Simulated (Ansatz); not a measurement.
Input and command of a calculation in Ansatz (plane waves; scalar-relativistic PAW potentials unless the input names others):

```yaml
crystal:
  lattice:
    - [-3.154089167, -5.4630426888, 0.0]
    - [6.308178334, 0.0, 0.0]
    - [0.0, 0.0, 12.1448340132]
  atoms:
    - { symbol: W, position: [0.1668269802, 0.8266251466, 0.7354911515] }
    - { symbol: W, position: [0.1665618159, 0.3362885476, 0.7355159869] }
    - { symbol: W, position: [0.6556246703, 0.8259859546, 0.734326873] }
    - { symbol: W, position: [0.6670888491, 0.333099749, 0.7408679916] }
    - { symbol: W, position: [0.3455902817, 0.1735580311, 0.2641834105] }
    - { symbol: W, position: [0.3340086968, 0.6668136345, 0.2576293262] }
    - { symbol: W, position: [0.8344256767, 0.172963825, 0.2630580548] }
    - { symbol: W, position: [0.834681593, 0.6632933216, 0.2629790576] }
    - { symbol: S, position: [0.1694196111, 0.8439617069, 0.1323105022], spin: 0.143 }
    - { symbol: S, position: [0.1684224131, 0.3261582044, 0.1318613526], spin: 0.143 }
    - { symbol: S, position: [0.6759613337, 0.8394086024, 0.1328027901], spin: 0.143 }
    - { symbol: S, position: [0.671254619, 0.3364824608, 0.1293843077] }
    - { symbol: S, position: [0.3354139645, 0.1660225593, 0.6091577596] }
    - { symbol: S, position: [0.3282828447, 0.6622492068, 0.6046120775] }
    - { symbol: S, position: [0.828903912, 0.1655031045, 0.6084521056] }
    - { symbol: S, position: [0.8296980369, 0.661382873, 0.6081849404] }
    - { symbol: S, position: [0.172211435, 0.8341685733, 0.3900999348] }
    - { symbol: S, position: [0.17164242, 0.3383839296, 0.3902991035] }
    - { symbol: S, position: [0.6657404858, 0.8335088486, 0.3893426662] }
    - { symbol: S, position: [0.6729486105, 0.3373326439, 0.393900232] }
    - { symbol: S, position: [0.3252344106, 0.1600688484, 0.8657533801], spin: 0.143 }
    - { symbol: S, position: [0.3299990778, 0.6630621194, 0.8691399074] }
    - { symbol: S, position: [0.8316526762, 0.1556766671, 0.8660597793], spin: 0.143 }
    - { symbol: S, position: [0.83296559, 0.673522229, 0.866746018], spin: 0.143 }
    - { symbol: W, position: [0.000388858, 0.0005239855, -0.0007501393], spin: 0.143 }
  host:
    lattice:
      - [3.154089167, 0.0, 0.0]
      - [-1.5770445835, 2.7315213444, 0.0]
      - [0.0, 0.0, 12.1448340132]
    atoms:
      - { symbol: W, position: [0.3333333333, 0.6666666667, 0.75] }
      - { symbol: W, position: [0.6666666667, 0.3333333333, 0.25] }
      - { symbol: S, position: [0.3333333333, 0.6666666667, 0.1203422033] }
      - { symbol: S, position: [0.6666666667, 0.3333333333, 0.6203422033] }
      - { symbol: S, position: [0.3333333333, 0.6666666667, 0.3796577967] }
      - { symbol: S, position: [0.6666666667, 0.3333333333, 0.8796577967] }
total_charge: 1
basis:
  ecutwfc: 420
  xc_grid: 2
kpoints:
  mp_grid: { grid: [3, 3, 2], shift: [0.0, 0.0, 0.5] }
hamiltonian:
  xc: pbe
  dispersion: d3bj
scf:
  occupation: { method: gaussian, width: 0.01 }
  max_iter: 80
output:
  forces: true
  eigenvalues: true
magnetization:
  spin_polarized: true
```

```bash
ansatz run input.yaml --threads 4 --pin off --max-ram 10240MiB --backend cpu --events-out ev --progress --plain --runs-dir out
```

Question: Will this input run?

Answer: The program refuses it, because of a misspelt key (the key scf.occupations typed as occupation). With the key spelt rightly it is accepted.

Abridged log:
```
Error: YAML parse error: error: line 54 column 3: unknown field `occupation`, expected one of max_iter, algorithm, n_extra_bands, self_checks, convergence, lower_state_search, omitted_lower_state_checks, lower_solution_reach, mixing, occupations, eigensolver, initial_density, exx
  --> <input>:54:3
   |
52 |   dispersion: d3bj
53 | scf:
54 |   occupation: { method: gaussian, width: 0.01 }
   |   ^ unknown field `occupation`, expected one of max_iter, algorithm, n_extra_bands, self_checks, convergence, lower_state_search, omitted_lower_state_checks, lower_solution_reach, mixing, occupations, eigensolver, initial_density, exx
55 |   max_iter: 80
56 | output:
   |
```